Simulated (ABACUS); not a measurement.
Crystal: BeS.

```
CELL_PARAMETERS angstrom
0.00000 2.42500 2.42500
2.42500 0.00000 2.42500
2.42500 2.42500 0.00000
ATOMIC_POSITIONS crystal
S 0.75000 0.75000 0.75000
Be 0.00000 0.00000 0.00000
```

- Program: ABACUS 3.10.1
- Task: single point
- Functional: PBE
- Potentials or basis: PseudoDojo NC SR 0.4.1 PBE standard
- Cutoff: 1211 eV
- Density cutoff: 4844 eV
- Basis: plane waves
- k mesh: 9 × 9 × 9
- Occupations: fermi-dirac, width 0.05 eV
- Spin: no spin polarisation

On this cell: pressure 1.7 GPa; largest force zero by symmetry; band gap on the k mesh 3.21 eV, indirect (least direct gap 5.66 eV).

The same run follows on a disturbed copy (atoms moved at random, drawn with an rms of 0.05 Å):

```xyz
2
Lattice="0.0000 2.4250 2.4250 2.4250 0.0000 2.4250 2.4250 2.4250 0.0000" Properties=species:S:1:pos:R:3 pbc="T T T"
S     3.6188    3.6069    3.6718
Be   -0.0189   -0.0020   -0.0290
```

**Question.** What does the disturbed cell give?

**Answer.** The energy moves by +10.3 meV/atom; pressure 1.9 GPa; largest force 0.594 eV/Å; band gap on the k mesh 2.97 eV, indirect (least direct gap 5.36 eV).

Forces in eV/Å, atoms in the order of the input:
```
S    0.054  0.245 -0.539
Be  -0.054 -0.245  0.539
```

Stress tensor (GPa, compression positive):
```
 2.02  1.65 -0.75
 1.65  1.98 -0.20
-0.75 -0.20  1.85
```

Caveats: an odd mesh through Γ misses points on the zone boundary, where band edges often lie.
